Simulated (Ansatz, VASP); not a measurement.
## One calculation of AlNi3, two programs

```
Al Ni
1.0
     3.56800    0.00000    0.00000
     0.00000    3.56800    0.00000
     0.00000    0.00000    3.56800
Al Ni
1 3
Cartesian
  0.0000 0.0000 0.0000
  0.0000 1.7840 1.7840
  1.7840 0.0000 1.7840
  1.7840 1.7840 0.0000
```

Alike in both runs: task single point; functional PBE; k mesh 6 × 6 × 6; occupations gaussian, width 0.1 eV; collinear spin.

```csv
,VASP,Ansatz
version,VASP 6.6.1,Ansatz 0.2.0
potentials or method,"VASP PAW PBE potentials, release 64 (Al, Ni)","scalar-relativistic, plane waves, PAW"
plane-wave cutoff (eV),520,420
valence electrons in the cell,33,57
```

```csv
,VASP,Ansatz,Ansatz less VASP
gap on the k mesh at the Fermi level (eV),none,none,-
pressure (GPa),-0.1,-0.2,-0.05
net moment per atom (μB),0.18,0.18,+0.002
size of the moment on the site where the two differ most (μB),0.26,0.28,+0.015
```

Site moments also hang on the region over which each program counts them. A gap of «none» marks a metal or a gap that the smearing closes. The two sets of potentials don't hold the same shells in valence.
